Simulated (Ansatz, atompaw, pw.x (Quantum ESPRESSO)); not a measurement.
# La (Z = 57): does the PAW (atompaw) potential hold in the solid?

atompaw 4.2.0.5 input, output lines left out:

```
La 57
GGA-PBESOL scalarrelativistic loggrid 2001 logderivrange -5 5 251
6 6 5 4 0 0
6 1 0
5 2 1
4 3 0
0 0 0
c
c
c
c
v
v
c
c
c
v
v
c
c
v
v
3
3.00 2.90 2.35 2.25
n
n
y
4
n
y
0.45
n
custom polynom2 7 10 vanderbiltortho besselshape
4 0 troulliermartins
1.75
3.00
2.50
3.00
3.00
3.00
1.10
1.10
```

Crystal test: fcc La in pw.x 7.5, no spin, 11³ k-points, Fermi–Dirac smearing 0.01 Ry, cutoffs 75/750 Ry. The reference is all-electron LAPW (Ansatz 0.2.0) with the same functional, mesh and smearing; V0 and B0 come from Birch–Murnaghan fits to the pressures at five volumes. Errors are pseudo minus all-electron; Δ is the rms difference of the E(V) curves that follow from these fits, minima aligned, over ±6 % about the mean V0. Mesh and smearing are coarse, so the numbers serve the comparison and aren't converged zero-temperature values; the lattice is a test structure that the element need not adopt.

All-electron: a0 = 5.147 Å (V0 = 34.08 Å³/atom), B0 = 27.2 GPa.

Question: How far does the potential miss the all-electron equation of state?

Answer: mean pressure error (GPa): +2.12. The pressure does not cross zero within the volumes sampled, so no fit is given. This is a poor potential for the solid. The logarithmic derivative shows an extra or strongly shifted pseudo pole above the reference energy (s near 0.76 Ry, p near 1.63 Ry).

```
V (Å³/atom)  P all-electron (GPa)  P pseudo (GPa)
     31.994                  1.86            4.53
     32.836                  1.06            3.42
     33.678                  0.33            2.41
     34.520                 -0.34            1.48
     35.362                 -0.96            0.70
```

Question: At the middle volume, how do free energy and pressure move when the wave cutoff is lowered (ecutrho held at 750 Ry)?

Answer:

```csv
cutoff (Ry),shift of F (meV/atom),shift of P (GPa)
34,+74.8,-0.42
45,+18.9,-0.11
60,+4.7,-0.13
```

The run at the middle volume (56 k-points, 11 iterations) took about 77 s on one core of a shared host (Intel(R) Xeon(R) 6975P-C, 192 threads, 378 GiB, load 49).
